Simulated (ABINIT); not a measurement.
The system is SnTe.

```
Te Sn
1.0
     0.00000    3.15085    3.15085
     3.15085    0.00000    3.15085
     3.15085    3.15085    0.00000
Te Sn
1 1
Direct
  0.50000 0.50000 0.50000
  0.00000 0.00000 0.00000
```

* Program: ABINIT 10.8.3 (patched build)
* Task: relaxation of cell and atoms
* Functional: LDA
* Potentials or basis: PseudoDojo NC SR LDA v0.4.1 standard
* Cutoff: 1088 eV
* k mesh: 5 × 5 × 5
* Occupations: fermi-dirac, width 0.05 eV
* Spin: no spin polarisation

At the start: pressure -1.5 GPa; volume 31.28 Å³/atom.

How do energy, volume and symmetry change on relaxing?

Over 4 steps the energy falls by 5.0 meV/atom and the volume is 30.27 Å³/atom (-3.2 %); space group Fm-3m (No. 225, to 0.05 Å).

Step by step:
| step | energy change (eV) | largest force (eV/Å) | pressure (GPa) | volume (Å³) |
| --- | --- | --- | --- | --- |
| 1 | 0.0000 | 0.0000 | -1.52 | 62.56 |
| 2 | -0.0026 | 0.0000 | -1.32 | 62.27 |
| 3 | -0.0099 | 0.0000 | 0.06 | 60.45 |
| 4 | -0.0100 | 0.0000 | 0.00 | 60.53 |

Final structure:
```cif
data_structure
_symmetry_space_group_name_H-M 'P 1'
_symmetry_Int_Tables_number 1
_cell_length_a 4.4072
_cell_length_b 4.4072
_cell_length_c 4.4072
_cell_angle_alpha 60.000
_cell_angle_beta 60.000
_cell_angle_gamma 60.000
_cell_volume 60.53
loop_
_atom_site_label
_atom_site_type_symbol
_atom_site_fract_x
_atom_site_fract_y
_atom_site_fract_z
_atom_site_occupancy
Te1 Te 0.50000 0.50000 0.50000 1
Sn1 Sn 0.00000 0.00000 0.00000 1
```
